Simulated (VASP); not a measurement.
Input of a VASP 6.6.1 run:

POSCAR

```
CaSe
1.0
    0.0000000000      2.9560000000      2.9560000000
    2.9560000000      0.0000000000      2.9560000000
    2.9560000000      2.9560000000      0.0000000000
Se Ca
1 1
Direct
    0.5000000000      0.5000000000      0.5000000000
    0.0000000000      0.0000000000      0.0000000000
```

The input INCAR.step1:

```
PREC     = Accurate       # precision mode
ENCUT    = 520            # plane-wave cutoff, eV
EDIFF    = 1E-5           # SCF threshold, eV
ISMEAR   = 0              # smearing method
SIGMA    = 0.02           # smearing width, eV
LREAL    = False          # projectors in reciprocal space
LASPH    = True           # aspherical terms in the spheres
NELM     = 80             # most SCF steps
ALGO     = Normal         # electronic algorithm
ISIF     = 2              # what is computed and relaxed
LWAVE    = True           # write WAVECAR
LCHARG   = False          # write CHGCAR
NBANDS   = 15             # bands
GGA      = PE             # functional
KPAR     = 4
```

The input INCAR.step2:

```
PREC     = Accurate       # precision mode
ENCUT    = 520            # plane-wave cutoff, eV
EDIFF    = 1E-6           # SCF threshold, eV
ISMEAR   = 0              # smearing method
SIGMA    = 0.02           # smearing width, eV
LREAL    = False          # projectors in reciprocal space
LASPH    = True           # aspherical terms in the spheres
NELM     = 80             # most SCF steps
ALGO     = Normal         # electronic algorithm
ISIF     = 2              # what is computed and relaxed
LWAVE    = False          # write WAVECAR
LCHARG   = False          # write CHGCAR
GGA      = PE             # functional
LHFCALC  = True           # exact exchange
AEXX     = 0.25           # exact-exchange fraction
PRECFOCK = Fast         
HFRCUT   = -1           
NBANDS   = 15             # bands
ISTART   = 1            
KPAR     = 4
```

The input KPOINTS:

```
regular mesh
0
Gamma
  6 6 6
```

KPOINTS_OPT

```
path GXWKGLUWLK,UX
8
line-mode
reciprocal
 0.0000000000  0.0000000000  0.0000000000  G
 0.5000000000  0.0000000000  0.5000000000  X

 0.5000000000  0.0000000000  0.5000000000  X
 0.5000000000  0.2500000000  0.7500000000  W

 0.5000000000  0.2500000000  0.7500000000  W
 0.3750000000  0.3750000000  0.7500000000  K

 0.3750000000  0.3750000000  0.7500000000  K
 0.0000000000  0.0000000000  0.0000000000  G

 0.0000000000  0.0000000000  0.0000000000  G
 0.5000000000  0.5000000000  0.5000000000  L

 0.5000000000  0.5000000000  0.5000000000  L
 0.6250000000  0.2500000000  0.6250000000  U

 0.6250000000  0.2500000000  0.6250000000  U
 0.5000000000  0.2500000000  0.7500000000  W

 0.5000000000  0.2500000000  0.7500000000  W
 0.5000000000  0.5000000000  0.5000000000  L

 0.5000000000  0.5000000000  0.5000000000  L
 0.3750000000  0.3750000000  0.7500000000  K

 0.6250000000  0.2500000000  0.6250000000  U
 0.5000000000  0.0000000000  0.5000000000  X
```

Potentials or basis: VASP PAW PBE potentials, release 64 (Se, Ca_sv).

The run is started by

```sh
$ cat potpaw_PBE.64/Se/POTCAR potpaw_PBE.64/Ca_sv/POTCAR > POTCAR
$ cp INCAR.step1 INCAR
$ mpirun -np 4 vasp_std > vasp.out
$ cp INCAR.step2 INCAR
$ mpirun -np 4 vasp_std > vasp.out
```

(1) What does it give for the band gap along the path?

(2) What does it give for the band gap on the k mesh?

(3) Estimate the pressure.

Results:

(1) 3.66 eV, indirect (least direct gap 4.72 eV).

(2) 3.66 eV, indirect (least direct gap 4.72 eV).

(3) 0.8 GPa.

Caveat: the PAW data sets were made with another functional, which shifts forces and pressure a little.

**The experiment to reproduce.**

A printed reference work, monograph, original work of 1988 reports, for a bulk crystal of CaSe at 2 K: band gap 3.85 eV (indirect).

Against the measured gap of CaSe, 3.85 eV (indirect; 2 K; a printed reference work, monograph, original work of 1988), the calculated 3.66 eV is off by -0.19 eV. Spin-orbit coupling on Se is left out. The value is that of PBE0, without temperature or zero-point motion.
